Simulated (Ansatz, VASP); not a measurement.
**One calculation of P, two programs**

File INCAR:

```
  ALGO = Normal
  EDIFF = 1E-6
  EDIFFG = -0.01
  ENCUT = 600
  GGA = PE
  IBRION = 2
  ISIF = 3
  ISMEAR = 0
  LASPH = T
  LCHARG = F
  LREAL = F
  LWAVE = F
  NELM = 100
  NSW = 100
  PREC = Accurate
  SIGMA = 0.1
```

Contents of KPOINTS:

```
k-points
0
Gamma
  22 22 24
```

Contents of POSCAR:

```
P
1.0
    2.5000148504      0.0000000000      0.0000000000
    0.0000000000      2.5000148504      0.0000000000
    0.0000000000      0.0000000000      2.3674923245
P
1
Direct
    0.0000000000      0.0000000000      0.5000000000
```

Input for Ansatz:

```yaml
crystal:
  lattice:
    - [2.5000148504, 0.0, 0.0]
    - [0.0, 2.5000148504, 0.0]
    - [0.0, 0.0, 2.3674923245]
  atoms:
    - { symbol: P, position: [0.0, 0.0, 0.5] }
basis:
  ecutwfc: 420
kpoints:
  mp_grid: { grid: [22, 22, 24] }
hamiltonian:
  xc: pbe
scf:
  occupations: { method: gaussian, width: 0.1 }
output:
  forces: true
  stress: true
  eigenvalues: true
  write_density: true
  write_potential: true
  elf: true
  volumetric_format: npy
relax:
  adjacent_minimum: "off"
  f_tol: 0.01
  max_steps: 80
  cell: { stress_tol: 0.05 }
```

Alike in both runs: task relaxation of cell and atoms; functional PBE; k mesh 22 × 22 × 24; occupations gaussian, width 0.1 eV; no spin polarisation.

```csv
,VASP,Ansatz
version,VASP 6.6.1,Ansatz 0.2.0
potentials or method,"VASP PAW PBE potentials, release 64 (P)","scalar-relativistic, plane waves, PAW"
plane-wave cutoff (eV),600,420
valence electrons in the cell,5,5
```

VASP gave:

```
gap on the k mesh at the Fermi level, each at its own relaxed structure (eV) : none
relaxed volume (Å³/atom)                                                     : 14.58
relaxed cell length with the largest relative difference (Å)                 : 2.445
energy change over the relaxation (meV/atom)                                 : -19
```

**Question.** Estimate Ansatz's values.

**Answer.** gap on the k mesh at the Fermi level, each at its own relaxed structure (eV): none; relaxed volume (Å³/atom): 14.61; relaxed cell length with the largest relative difference (Å): 2.447; energy change over the relaxation (meV/atom): -19.

A gap of «none» marks a metal or a gap that the smearing closes.
